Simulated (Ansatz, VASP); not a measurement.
# C: VASP beside Ansatz

```
CELL_PARAMETERS angstrom
2.50497 0.00000 0.00000
-1.25249 2.16937 0.00000
0.00000 0.00000 4.11898
ATOMIC_POSITIONS crystal
C 0.33333 0.66667 0.99971
C 0.66667 0.33333 0.49971
C 0.33333 0.66667 0.37429
C 0.66667 0.33333 0.87429
```

Change from the starting cell: strained cell.

Alike in both runs: functional PBEsol; k mesh 9 × 9 × 6; occupations gaussian, width 0.02 eV; no spin polarisation.

Ansatz relaxed the structure, and its values are those at the end. VASP's run is a single point on that final structure, the one shown.

|  | VASP | Ansatz |
| --- | --- | --- |
| version | VASP 6.6.1 | Ansatz 0.2.0 |
| potentials or method | VASP PAW PBE potentials, release 64 (C) | scalar-relativistic, plane waves, PAW |
| plane-wave cutoff (eV) | 520 | 600 |
| valence electrons in the cell | 16 | 16 |

Ansatz gave:

| Property | Result |
| --- | --- |
| gap on the k mesh at the Fermi level (eV) | 3.07 |
| least direct gap on the mesh (eV) | 4.78 |
| pressure (GPa) | 2.5 |

Question: Estimate VASP's values.

Answer: gap on the k mesh at the Fermi level (eV): 3.05; least direct gap on the mesh (eV): 4.78; pressure (GPa): 3.7.

Ansatz warned: «pseudo_functional_mismatch».

Caveats: the PAW data sets were made with another functional, which shifts forces and pressure a little (VASP); an odd mesh through Γ misses points on the zone boundary, where band edges often lie.
